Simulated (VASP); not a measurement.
# Ta2N (P-3m1) in VASP: further runs

One crystal, Ta2N, is run at these levels: PBE; tasks: single point.

Program: VASP 6.6.1. These are calculated values, not measurements. Logs are shortened: lines on timing, memory, paths and dates and some standing lists are left out, and cuts for length are marked.

## (1) The structure

Symmetry: P-3m1, No. 164, trigonal system. Conventional cell: a = 3.113 Å, b = 3.113 Å, c = 4.870 Å, α = 90.00°, β = 90.00°, γ = 120.00°. Ta (site symmetry 3m) is surrounded by 3 N at 2.18 Å. N (site symmetry -3m) is surrounded by 6 Ta at 2.18 Å.

The cell comes from a database or a generator and needn't be the stable form of this composition.

## (2) Single point, PBE

Contents of INCAR:

```
ADDGRID = False ; ALGO = Normal
EDIFF = 1E-7 ; ENCUT = 460
GGA = PE ; ISIF = 2
ISMEAR = 0 ; LASPH = True
LCHARG = False ; LREAL = False
LWAVE = False ; NELM = 100
PREC = Low ; SIGMA = 0.05
```

Contents of KPOINTS:

```
k-points
0
Gamma
  6 6 4
```

Contents of POSCAR:

```
Ta2N
1.0
    3.1128615060      0.0000000000      0.0000000000
   -1.5564307530      2.6958171426      0.0000000000
    0.0000000000      0.0000000000      4.8698410000
Ta N
2 1
Direct
    0.3333333333      0.6666666667      0.2547110000
    0.6666666667      0.3333333333      0.7452890000
    0.0000000000      0.0000000000      0.0000000000
```

Potentials or basis: VASP PAW PBE potentials, release 64 (Ta_pv, N).

Command:

```sh
$ cat potpaw_PBE.64/Ta_pv/POTCAR potpaw_PBE.64/N/POTCAR > POTCAR
$ mpirun -np 1 vasp_std > vasp.out
```

OUTCAR:

```text
EDIFF = 1E-7
   ENCUT = 460
   GGA = PE
   ISIF = 2
   ISMEAR = 0
   LASPH = True
   LREAL = False
   NELM = 100
   PREC = Low

 Found     24 irreducible k-points:

 Following reciprocal coordinates:
            Coordinates               Weight
  0.000000  0.000000  0.000000      1.000000
  0.166667  0.000000  0.000000      6.000000
  0.333333 -0.000000  0.000000      6.000000
  0.500000  0.000000  0.000000      3.000000
  0.166667  0.166667  0.000000      6.000000
  0.333333  0.166667  0.000000     12.000000
   k-points           NKPTS =     24   k-points in BZ     NKDIM =     24   number of bands    NBANDS=     17
   number of dos      NEDOS =    301   number of ions     NIONS =      3
   total plane-waves  NPLWV =   7168
   dimension x,y,z NGX =    16 NGY =   16 NGZ =   28
   dimension x,y,z NGXF=    20 NGYF=   20 NGZF=   30
   ions per type =               2   1
   NGX,Y,Z   is equivalent  to a cutoff of   8.54,  8.54,  9.56 a.u.
   NGXF,Y,Z  is equivalent  to a cutoff of  10.68, 10.68, 10.24 a.u.
 SYSTEM =  unknown system
   PREC   = low       normal or accurate (medium, high low for compatibility)
   ISTART =      0    job   : 0-new  1-cont  2-samecut
   ICHARG =      2    charge: 1-file 2-atom 10-const
   ISPIN  =      1    spin polarized calculation?
   LNONCOLLINEAR =      F non collinear calculations
   LSORBIT =      F    spin-orbit coupling
   LASPH  =      T    aspherical Exc in radial PAW
   ENCUT  =  460.0 eV  33.81 Ry    5.81 a.u.   5.44  5.44  8.52*2*pi/ulx,y,z
   NELM   =    100;   NELMIN=  2; NELMDL= -5     # of ELM steps
   EDIFF  = 0.1E-06   stopping-criterion for ELM
   LREAL  =      F    real-space projection
   EDIFFG = 0.1E-05   stopping-criterion for IOM
   NSW    =      0    number of steps for IOM
   IBRION =     -1    ionic relax: 0-MD 1-quasi-New 2-CG
   NFREE  =      0    steps in history (QN), initial steepest desc. (CG)
   ISIF   =      2    stress and relaxation
   ISYM   =      2    0-nonsym 1-usesym 2-fastsym
   POTIM  = 0.5000    time-step for ionic-motion
   TEBEG  =    0.0;   TEEND  =   0.0 temperature during run
   PSTRESS=    0.0 pullay stress
   NELECT =      27.0000    total number of electrons
   NUPDOWN=      -1.0000    fix difference up-down
   EMIN   =  10.00;   EMAX   =-10.00  energy-range for DOS
   EFERMI =   0.00;   METHOD = LEGACY
   ISMEAR =     0;   SIGMA  =   0.05  broadening in eV -4-tet -1-fermi 0-gaus
   EFERMI_NEDOS =   21; number of points for ismear=-14 and -15
   IALGO  =     38    algorithm
   IMIX   =      4    mixing-type and parameters
     AMIX     =   0.40;   BMIX     =  1.00
     AMIX_MAG =   1.60;   BMIX_MAG =  1.00
  volume/ion in A,a.u.               =      13.62        91.93
  Fermi-wavevector in a.u.,A,eV,Ry     =   1.425852  2.694469 27.661374  2.033054
  Thomas-Fermi vector in A             =   2.546192
   LORBIT       =      0    0 simple, 1 ext, 2 COOP (PROOUT), +10 PAW based schemes
   GGA     = PE    functional components
   LHFCALC =     F    Hartree Fock is set to
   AEXX    =    0.0000 exact exchange contribution
   IVDW    =     0    specifies the selected vdW correction
   LEPSILON=     F    determine dielectric tensor
   LRPA    =     F    only Hartree local field effects (RPA)
 non-spin polarized calculation
 Gauss-broadening in eV      SIGMA  =   0.05
  energy-cutoff  :      460.00
  volume of cell :       40.87
 maximum number of plane-waves:       930
   NGX = 11   NGY = 11   NGZ = 17

 number of electron      27.0000225 magnetization

 Free energy of the ion-electron system (eV)
  ---------------------------------------------------
  ext. energy  EPLUGINS =         0.00000000
  ---------------------------------------------------
  free energy    TOTEN  =       -34.37804842 eV

  energy without entropy =      -34.37593162  energy(sigma->0) =      -34.37699002

 E-fermi :   7.5759     XC(G=0): -12.8468

 val. band max:        7.5642804531   @ k =   0.1667   0.0000   0.2500
 cond. band min:       7.6115767058   @ k =   0.3333  -0.0000   0.5000
 fundamental gap:      0.0472962527
 Fermi energy:         7.5759320378

 k-point     1 :       0.0000    0.0000    0.0000
  band No.  band energies     occupation
      1     -28.2235      2.00000
      2     -27.5052      2.00000
      3     -27.5052      2.00000
      4     -27.3799      2.00000
      5     -27.3799      2.00000
      6     -27.2697      2.00000
[... 9 lines left out ...]
     16       7.7456      0.00000
     17       7.7456      0.00000

 k-point     2 :       0.1667    0.0000    0.0000
  band No.  band energies     occupation
      1     -28.1445      2.00000
      2     -27.6574      2.00000
      3     -27.5582      2.00000
      4     -27.5288      2.00000
      5     -27.3940      2.00000
      6     -27.3022      2.00000
[... 9 lines left out ...]
     16       7.9927      0.00000
     17       8.9843      0.00000

 k-point     3 :       0.3333   -0.0000    0.0000
  band No.  band energies     occupation
      1     -27.9897      2.00000
      2     -27.9269      2.00000
      3     -27.7982      2.00000
      4     -27.6531      2.00000
      5     -27.4316      2.00000
      6     -27.4029      2.00000
[... 9 lines left out ...]
     16       9.8101      0.00000
     17       9.9274      0.00000

 k-point     4 :       0.5000    0.0000    0.0000
  band No.  band energies     occupation
      1     -28.1228      2.00000
      2     -27.9242      2.00000
      3     -27.8011      2.00000
      4     -27.6974      2.00000
      5     -27.5006      2.00000
      6     -27.4528      2.00000
[... 9 lines left out ...]
     16      11.1598      0.00000
     17      11.4980      0.00000

 k-point     5 :       0.1667    0.1667    0.0000
  band No.  band energies     occupation
      1     -28.0099      2.00000
      2     -27.8151      2.00000
      3     -27.8023      2.00000
      4     -27.5854      2.00000
      5     -27.4707      2.00000
      6     -27.3701      2.00000
[... 9 lines left out ...]
     16       9.7714      0.00000
     17       9.9940      0.00000

 k-point     6 :       0.3333    0.1667    0.0000
  band No.  band energies     occupation
      1     -28.0527      2.00000
      2     -27.8812      2.00000
      3     -27.8040      2.00000
      4     -27.7321      2.00000
      5     -27.5426      2.00000
      6     -27.4957      2.00000
[... 9 lines left out ...]
     16      10.2008      0.00000
     17      10.8058      0.00000

 [... further k-points ...]

------------------------ aborting loop because EDIFF is reached ----------------------------------------

  FORCE on cell =-STRESS in cart. coord.  units (eV):
  Direction    XX          YY          ZZ          XY          YZ          ZX
  --------------------------------------------------------------------------------------
  -------------------------------------------------------------------------------------
  Total       -0.2924544     -0.2924544     -0.2117643      0.0000000     -0.0000000      0.0000000
  in kB      -11.4657849    -11.4657849     -8.3022992      0.0000000     -0.0000000      0.0000000
  external PRESSURE =     -10.4112897 kB  Pullay stress =       0.0000000 kB

 VOLUME and BASIS-vectors are now :
 -----------------------------------------------------------------------------
  energy-cutoff  :      460.00
  volume of cell :       40.87
      direct lattice vectors                 reciprocal lattice vectors
     3.112861506  0.000000000  0.000000000     0.321247829  0.185472520  0.000000000
    -1.556430753  2.695817143  0.000000000     0.000000000  0.370945041  0.000000000
     0.000000000  0.000000000  4.869841000     0.000000000  0.000000000  0.205345513

 POSITION                                       TOTAL-FORCE (eV/Angst)
 -----------------------------------------------------------------------------------
     -0.00000      1.79721      1.24040         0.000000     -0.000000     -0.255193
      1.55643      0.89861      3.62944        -0.000000     -0.000000      0.255193
      0.00000      0.00000      0.00000         0.000000      0.000000      0.000000
 -----------------------------------------------------------------------------------
    total drift:                                0.000000      0.000000      0.000000

  FREE ENERGIE OF THE ION-ELECTRON SYSTEM (eV)
  ---------------------------------------------------
  free  energy   TOTEN  =       -34.3780484195 eV

  energy  without entropy=      -34.3759316192  energy(sigma->0) =      -34.37699002
```

Wall time 13 s (1 thread of AMD EPYC 7R43 (Zen 3), shared host); peak memory 0.08 GiB.

These settings aren't checked as converged: the numbers below hold their error.

What came out:

| Quantity | Value |
| --- | --- |
| Free energy | -34.3780 eV |
| Pressure | -1.0 GPa |
| Largest force | 0.255 eV/Å |
| Band gap on the k mesh | none (metal or under the smearing width) |

Caveat: the k mesh is coarse (spacing up to 0.39 Å⁻¹), so the values aren't converged; the cutoff is under 1.25 times the usual one of these potentials, so pressure, stress and relaxed cells hold a basis-set (Pulay) error.

## (3) Single point, PBE

INCAR, as its differences from that of step 2:

```diff
@@ -6,2 +6,2 @@
 LWAVE = False ; NELM = 100
-PREC = Low ; SIGMA = 0.05
+PREC = Normal ; SIGMA = 0.05
```

KPOINTS is that of step 2.

POSCAR is that of step 2.

Potentials or basis: VASP PAW PBE potentials, release 64 (Ta_pv, N).

Command:

```sh
$ cat potpaw_PBE.64/Ta_pv/POTCAR potpaw_PBE.64/N/POTCAR > POTCAR
$ mpirun -np 1 vasp_std > vasp.out
```

Run time: 12 s. Hardware: 1 thread of AMD EPYC 7R43 (Zen 3), shared host; peak memory 0.09 GiB.

These settings aren't checked as converged: the numbers below hold their error.

Results:

```yaml
Free_energy: -34.3772 eV
Pressure: -1.0 GPa
Largest_force: 0.258 eV/Å
Band_gap_on_the_k_mesh: none (metal or under the smearing width)
```

Caveat: the k mesh is coarse (spacing up to 0.39 Å⁻¹), so the values aren't converged; the cutoff is under 1.25 times the usual one of these potentials, so pressure, stress and relaxed cells hold a basis-set (Pulay) error.

## (4) Single point, PBE

Contents of INCAR:

```
ADDGRID = False ; ALGO = Normal
EDIFF = 1E-7 ; ENCUT = 460
GGA = PE ; ISIF = 2
ISMEAR = 0 ; LASPH = True
LCHARG = False ; LREAL = Auto
LWAVE = False ; NELM = 100
PREC = Accurate ; SIGMA = 0.05
```

KPOINTS is that of step 3.

POSCAR is that of step 3.

Potentials or basis: VASP PAW PBE potentials, release 64 (Ta_pv, N).

Command:

```sh
$ cat potpaw_PBE.64/Ta_pv/POTCAR potpaw_PBE.64/N/POTCAR > POTCAR
$ mpirun -np 1 vasp_std > vasp.out
```

OUTCAR:

```text
EDIFF = 1E-7
   ENCUT = 460
   GGA = PE
   ISIF = 2
   ISMEAR = 0
   LASPH = True
   LREAL = Auto
   NELM = 100
   PREC = Accurate

 Found     24 irreducible k-points:

 Following reciprocal coordinates:
            Coordinates               Weight
  0.000000  0.000000  0.000000      1.000000
  0.166667  0.000000  0.000000      6.000000
  0.333333 -0.000000  0.000000      6.000000
[... 200 lines left out ...]
------------------------ aborting loop because EDIFF is reached ----------------------------------------

  FORCE on cell =-STRESS in cart. coord.  units (eV):
  Direction    XX          YY          ZZ          XY          YZ          ZX
  --------------------------------------------------------------------------------------
  -------------------------------------------------------------------------------------
  Total       -0.2996008     -0.2996008     -0.2163113      0.0000000      0.0000000      0.0000000
  in kB      -11.7459605    -11.7459605     -8.4805637      0.0000000      0.0000000      0.0000000
  external PRESSURE =     -10.6574949 kB  Pullay stress =       0.0000000 kB

 VOLUME and BASIS-vectors are now :
 -----------------------------------------------------------------------------
  energy-cutoff  :      460.00
  volume of cell :       40.87
      direct lattice vectors                 reciprocal lattice vectors
     3.112861506  0.000000000  0.000000000     0.321247829  0.185472520  0.000000000
    -1.556430753  2.695817143  0.000000000     0.000000000  0.370945041  0.000000000
     0.000000000  0.000000000  4.869841000     0.000000000  0.000000000  0.205345513

 POSITION                                       TOTAL-FORCE (eV/Angst)
 -----------------------------------------------------------------------------------
     -0.00000      1.79721      1.24040         0.000000     -0.000000     -0.256606
      1.55643      0.89861      3.62944        -0.000000      0.000000      0.256606
      0.00000      0.00000      0.00000        -0.000000      0.000000     -0.000000
 -----------------------------------------------------------------------------------
    total drift:                               -0.000000      0.000000      0.000000

  FREE ENERGIE OF THE ION-ELECTRON SYSTEM (eV)
  ---------------------------------------------------
  free  energy   TOTEN  =       -34.3774021327 eV

  energy  without entropy=      -34.3752863195  energy(sigma->0) =      -34.37634423
```

Run time: 54 s. Hardware: 1 thread of AMD EPYC 7R43 (Zen 3), shared host; peak memory 0.12 GiB.

These settings aren't checked as converged: the numbers below hold their error.

Results:

```
Free energy            : -34.3774 eV
Pressure               : -1.1 GPa
Largest force          : 0.257 eV/Å
Band gap on the k mesh : none (metal or under the smearing width)
```

Caveat: the k mesh is coarse (spacing up to 0.39 Å⁻¹), so the values aren't converged; the cutoff is under 1.25 times the usual one of these potentials, so pressure, stress and relaxed cells hold a basis-set (Pulay) error.

## (5) Single point, PBE

Contents of INCAR:

```
ADDGRID = False ; ALGO = Normal
EDIFF = 0.01 ; ENCUT = 460
GGA = PE ; ISIF = 2
ISMEAR = 0 ; LASPH = True
LCHARG = False ; LREAL = False
LWAVE = False ; NELM = 100
PREC = Accurate ; SIGMA = 0.05
```

KPOINTS is that of step 4.

POSCAR is that of step 4.

Potentials or basis: VASP PAW PBE potentials, release 64 (Ta_pv, N).

Command:

```sh
$ cat potpaw_PBE.64/Ta_pv/POTCAR potpaw_PBE.64/N/POTCAR > POTCAR
$ mpirun -np 1 vasp_std > vasp.out
```

OUTCAR:

```text
EDIFF = 0.01
   ENCUT = 460
   GGA = PE
   ISIF = 2
   ISMEAR = 0
   LASPH = True
   LREAL = False
   NELM = 100
   PREC = Accurate

 Found     24 irreducible k-points:

 Following reciprocal coordinates:
            Coordinates               Weight
  0.000000  0.000000  0.000000      1.000000
  0.166667  0.000000  0.000000      6.000000
  0.333333 -0.000000  0.000000      6.000000
  0.500000  0.000000  0.000000      3.000000
  0.166667  0.166667  0.000000      6.000000
  0.333333  0.166667  0.000000     12.000000
   k-points           NKPTS =     24   k-points in BZ     NKDIM =     24   number of bands    NBANDS=     17
   number of dos      NEDOS =    301   number of ions     NIONS =      3
   total plane-waves  NPLWV =  20736
   dimension x,y,z NGX =    24 NGY =   24 NGZ =   36
   dimension x,y,z NGXF=    48 NGYF=   48 NGZF=   72
   ions per type =               2   1
   NGX,Y,Z   is equivalent  to a cutoff of  12.82, 12.82, 12.29 a.u.
   NGXF,Y,Z  is equivalent  to a cutoff of  25.63, 25.63, 24.58 a.u.
 SYSTEM =  unknown system
   PREC   = accura    normal or accurate (medium, high low for compatibility)
   ISTART =      0    job   : 0-new  1-cont  2-samecut
[... 58 lines left out ...]

 val. band max:        7.5553577910   @ k =   0.1667   0.0000   0.2500
 cond. band min:       7.6142713861   @ k =   0.3333  -0.0000   0.5000
 fundamental gap:      0.0589135951
 Fermi energy:         7.5706922955

 k-point     1 :       0.0000    0.0000    0.0000
  band No.  band energies     occupation
      1     -28.2461      2.00000
      2     -27.5323      2.00000
      3     -27.5323      2.00000
      4     -27.4072      2.00000
      5     -27.4072      2.00000
      6     -27.2945      2.00000
[... 97 lines left out ...]
      4     -27.7586      2.00000
      5     -27.5695      2.00000
      6     -27.5202      2.00000
[... 9 lines left out ...]
     16      10.1965      0.00000
     17      10.8007      0.00000

 [... further k-points ...]

------------------------ aborting loop because EDIFF is reached ----------------------------------------

  FORCE on cell =-STRESS in cart. coord.  units (eV):
  Direction    XX          YY          ZZ          XY          YZ          ZX
  --------------------------------------------------------------------------------------
  -------------------------------------------------------------------------------------
  Total       -0.0128568     -0.0128568     -0.0572448      0.0000000      0.0000000      0.0000000
  in kB       -0.5040546     -0.5040546     -2.2443045      0.0000000      0.0000000      0.0000000
  external PRESSURE =      -1.0841379 kB  Pullay stress =       0.0000000 kB

 VOLUME and BASIS-vectors are now :
 -----------------------------------------------------------------------------
  energy-cutoff  :      460.00
  volume of cell :       40.87
      direct lattice vectors                 reciprocal lattice vectors
     3.112861506  0.000000000  0.000000000     0.321247829  0.185472520  0.000000000
    -1.556430753  2.695817143  0.000000000     0.000000000  0.370945041  0.000000000
     0.000000000  0.000000000  4.869841000     0.000000000  0.000000000  0.205345513

 POSITION                                       TOTAL-FORCE (eV/Angst)
 -----------------------------------------------------------------------------------
     -0.00000      1.79721      1.24040         0.000000      0.000000     -0.251112
      1.55643      0.89861      3.62944        -0.000000      0.000000      0.251112
      0.00000      0.00000      0.00000         0.000000      0.000000      0.000000
 -----------------------------------------------------------------------------------
    total drift:                               -0.000000      0.000000      0.000000

  FREE ENERGIE OF THE ION-ELECTRON SYSTEM (eV)
  ---------------------------------------------------
  free  energy   TOTEN  =       -34.3768584241 eV

  energy  without entropy=      -34.3748983411  energy(sigma->0) =      -34.37587838
```

It took 17 s on 1 thread of AMD EPYC 7R43 (Zen 3), shared host; peak memory 0.12 GiB.

The run converged, but some of its settings lie outside the range that counts as converged, so its numbers aren't taken as properties of the crystal.

What came out:

```yaml
Free_energy: -34.3769 eV
Pressure: -0.1 GPa
Largest_force: 0.251 eV/Å
Band_gap_on_the_k_mesh: none (metal or under the smearing width)
```

Caveat: the k mesh is coarse (spacing up to 0.39 Å⁻¹), so the values aren't converged; the cutoff is under 1.25 times the usual one of these potentials, so pressure, stress and relaxed cells hold a basis-set (Pulay) error.
